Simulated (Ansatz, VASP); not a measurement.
**Cd in VASP and in Ansatz**

```
Cd
1.0
    -2.72918    2.72918    1.48882
     2.72918   -2.72918    1.48882
     2.72918    2.72918   -1.48882
Cd
2
Direct
  0.00000 0.00000 0.00000
  0.75000 0.25000 0.50000
```

Alike in both runs: task single point; functional r2SCAN; k mesh 8 × 8 × 8; occupations gaussian, width 0.1 eV; no spin polarisation.

|  | VASP | Ansatz |
| --- | --- | --- |
| version | VASP 6.6.1 | Ansatz 0.2.0 |
| potentials or method | VASP PAW PBE potentials, release 64 (Cd) | scalar-relativistic, plane waves, PAW |
| plane-wave cutoff (eV) | 520 | 500 |
| valence electrons in the cell | 24 | 40 |

|  | VASP | Ansatz | Ansatz less VASP |
| --- | --- | --- | --- |
| gap on the k mesh at the Fermi level (eV) | none | none | - |
| pressure (GPa) | 6.3 | 5.8 | -0.46 |
| largest component of the traceless stress (GPa) | 3.50 | 3.41 | -0.092 |

A gap of «none» marks a metal or a gap that the smearing closes. The functional is the same, so the differences come from potentials, cutoffs and numerics. The two sets of potentials don't hold the same shells in valence.

Caveats: the PAW data sets were made with another functional, which shifts forces and pressure a little (VASP).
